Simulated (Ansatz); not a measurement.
Tc:

```
Tc
1.0
     2.74000    0.00000    0.00000
    -1.37000    2.37291    0.00000
     0.00000    0.00000    4.39800
Tc
2
Direct
  0.66667 0.33333 0.75000
  0.33333 0.66667 0.25000
```

Base run:

```yaml
Program: Ansatz 0.2.0
Functional: PBE
Potentials_or_basis: Ansatz PAW earlier set
Cutoff: 500 eV
Density_cutoff: 2000 eV
k_mesh: 11 × 11 × 6
Occupations: fermi-dirac, width 0.05 eV
Spin: no spin polarisation
```

Its results: band gap on the k mesh none (metal or under the smearing width); pressure 2.9 GPa.

Question: The run is repeated on the same cell with these changes: functional from PBE to LDA; occupations from fermi-dirac, width 0.05 eV to gaussian, width 0.05 eV. What comes out?

Answer: Band gap on the k mesh none (metal or under the smearing width); pressure -11.9 GPa.

Caveats: the PAW data sets come from PBE, with cores solved anew for the run's functional, which leaves a small shift of forces and pressure (some runs).

Not every run made on this cell is shown here.
